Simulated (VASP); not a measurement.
The system is MgSe.

```
Mg Se
1.0
     0.00000    2.73372    2.73372
     2.73372    0.00000    2.73372
     2.73372    2.73372    0.00000
Mg Se
1 1
Cartesian
  0.0000 0.0000 0.0000
  2.7337 2.7337 2.7337
```

The cell comes from a database or a generator and needn't be the stable form of this composition.

Base run:

```yaml
Program: VASP 6.6.1
Functional: LDA
Potentials_or_basis: VASP PAW LDA potentials, release 64 (Mg, Se)
Cutoff: 520 eV
k_mesh: 10 × 10 × 10
Occupations: fermi-dirac, width 0.01 eV
Spin: no spin polarisation
```

Its results: band gap on the k mesh 1.63 eV, indirect (least direct gap 2.34 eV); pressure -3.0 GPa.

Problem. The run is repeated on the same cell with these changes: functional from LDA to PBE; potentials or basis from VASP PAW LDA potentials, release 64 (Mg, Se) to VASP PAW PBE potentials, release 64 (Mg, Se). What comes out?

Solution. Band gap on the k mesh 1.79 eV, indirect (least direct gap 2.54 eV); pressure 1.3 GPa.

A k mesh can miss the band edges.
